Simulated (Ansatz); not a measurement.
Diamond Ge, relaxed with r2SCAN in Ansatz 0.2.0. The symmetry is Fd-3m (No. 227, cubic); a = 5.674 Å in the conventional setting, 22.83 Å³ an atom. Ge has 4 Ge at 2.46 Å.

The axes x, y and z are those of this cell:
```
Ge
1.0
     0.00000    2.83687    2.83687
     2.83687    0.00000    2.83687
     2.83687    2.83687    0.00000
Ge
2
Direct
  0.00000 0.00000 0.00000
  0.25000 0.25000 0.25000
```

Unstrained: r2SCAN gives a direct gap of 0.362 eV at Γ. With HSE06 the valence top lies at Γ and the conduction bottom at L, 0.776 eV higher; the smallest vertical gap, at Γ, is 0.779 eV. Least and direct gap differ so little that the kind isn't settled. A second conduction valley, at Γ, lies only 3 meV higher, so their order isn't settled. Meshes: r2SCAN 8×8×8, HSE06 6×6×6. Strains are changes of length per length. After each strain the atoms were relaxed again with r2SCAN within the symmetry that the strain leaves, so tilts or polar shifts that break it weren't tested; points keep the names that they have in the unstrained zone. Calculated for a static, non-magnetic cell.

(1) One strain changed the r2SCAN stress by xx -3.63, yy -3.63, zz -3.63, xy +1.83, xz +1.83, yz +1.83 GPa (compression positive) and the gap by -0.548 eV (r2SCAN). Which kind of strain was it, and roughly how large?

(2) One strain changed the r2SCAN stress by xx +1.50, yy +1.50, zz +3.93 GPa (compression positive) and the gap by -0.004 eV (r2SCAN), -0.071 eV (HSE06). Which kind of strain was it, and roughly how large?

(3) Apply isotropic +5.17 % on every length. How far does the gap move, against the unstrained cell?

Answers

(1) Epitaxial +3.98 % in the plane normal to [111], free normal strain -1.42 %. The pattern of the stress gives the kind; the size needs the stiffness, so it is an estimate.

(2) Uniaxial -2.97 % along z, other directions held. The pattern of the stress gives the kind; the size needs the stiffness, so it is an estimate.

(3) r2SCAN: gap 0.36 before, none (overlap 0.03) after (eV); it has closed. The r2SCAN energy rises by 99.6 meV an atom.

The runs are scalar-relativistic, without spin-orbit coupling.

Overlapping bands make a metal at that level, for which these meshes are coarse; small forces, stresses and energy differences are uncertain. A small overlap in a semilocal functional can be an artefact that a hybrid or GW lifts.

The meshes of the hybrids are coarse, so their gaps aren't converged to the digits shown.
